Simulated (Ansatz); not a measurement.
Zone-centre modes in P

Method: DFT r2SCAN, scalar-relativistic, plane waves, PAW (Ansatz). The runs took a 500 eV cutoff, a Γ-centred 4×4×4 mesh and Gaussian smearing (0.05 eV). No spin polarisation.

The undisturbed cell (relaxed at this level; this form isn't the usual structure):

```
P
1.0
     4.82690   -4.29037    0.00397
     4.82690    4.29037    0.00397
    -0.01913    0.00000    5.55709
P
8
Direct
  0.84455 0.84455 0.24978
  0.15545 0.15545 0.75022
  0.71471 0.71471 0.57254
  0.28529 0.28529 0.42746
  0.52011 0.77540 0.25076
  0.22460 0.47989 0.74924
  0.47989 0.22460 0.74924
  0.77540 0.52011 0.25076
```

The cell holds molecules and no dispersion correction was added, so their binding is poorly described.

Harmonic modes by finite displacements of 0.02 Å, without the LO–TO term.

Task: At this geometry, is the structure stable against these modes?

Result: Yes: no mode is imaginary beyond 10 cm⁻¹, and only the three translations lie near zero.

Task: List the wavenumbers in cm⁻¹.

Result: 0, 0, 0, 26, 36, 41, 46, 54, 57, 68, 69, 73, 370, 375, 377, 382, 469, 472, 475, 477, 477, 481, 618, 618.

Cost: 1 run of about 8.4 core-minutes, on AMD EPYC 7R32 (Zen 2) (shared hosts).